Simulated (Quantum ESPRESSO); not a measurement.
Runs of Quantum ESPRESSO 7.5 on SnSe. The structure is cubic, space group Fm-3m (No. 225). The conventional cell has a = 6.020 Å, b = 6.020 Å, c = 6.020 Å, α = 90.00°, β = 90.00°, γ = 90.00°. Sn (site symmetry m-3m) has 6 Se at 3.01 Å as nearest neighbours. Around Se (site symmetry m-3m) lie 6 Sn at 3.01 Å. Measurements of this composition are mostly on another form, of space group No. 62.

| task | level | k mesh | rVV10 parameter b | form of the LDA correlation | pressure (GPa) |
| --- | --- | --- | --- | --- | --- |
| single point | PBE | 5 × 5 × 5 | - | - | 0.8 |
| band structure | revPBE | 8 × 8 × 8 | - | - | 2.2 |
| band structure | rPW86PBE+rVV10 | 8 × 8 × 8 | 6.3 | - | (b) |
| band structure | LDA | 8 × 8 × 8 | - | PZ81 | (a) |
| band structure | PBEsol | 8 × 8 × 8 | - | - | -1.8 |

Alike in all rows: potentials or basis SG15 PBE 1.2; no spin polarisation; cell as given; cutoff (eV) 952; smearing fermi-dirac 0.05 eV.

Problem. Estimate the missing entries.

Solution. (a) -3.3; (b) 1.9.

Caveats: the potentials were made for another functional, which shifts forces and pressure (some runs).
